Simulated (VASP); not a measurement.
NaF (strained CsCl): one r²SCAN single-point calculation in two programs

```xyz
2
Lattice="2.7935 0.0000 0.0000 0.0000 2.7935 0.0000 0.0000 0.0000 2.9455" Properties=species:S:1:pos:R:3 pbc="T T T"
Na    0.0000    0.0000    0.0000
F     1.3967    1.3967    1.4727
```

Datasets and cutoffs are each program's own. VASP's cell holds 14 valence electrons and Ansatz's 16. Ansatz's stress includes a Pulay correction; VASP's doesn't.

Cutoffs: 520 eV in VASP, 500 eV in Ansatz. k meshes: 10×10×10 and 10×10×10.

```json
{"": "gap between bands v and c", "VASP": "6.63 eV", "Ansatz": "6.58 eV"}
{"": "least direct gap", "VASP": "6.92 eV", "Ansatz": "6.87 eV"}
{"": "pressure", "VASP": "-3.3 GPa", "Ansatz": "-2.7 GPa"}
```

Band v is the last that the valence electrons fill when counted band by band, and c is the next. Levels in eV from the top of v, Ansatz:

```csv
point,v−1,v,c,c+1
Γ,-0.29,-0.29,6.58,15.96
X,-0.49,-0.15,11.31,12.55
M,-1.83,-0.25,12.90,15.78
R,-1.67,-1.56,14.98,14.98
```

VASP:

```
point    v−1      v      c    c+1
    Γ  -0.29  -0.29   6.63  15.67
    X  -0.50  -0.15  11.32  12.56
    M  -1.83  -0.25  12.84  15.55
    R  -1.69  -1.58  14.99  14.99
```
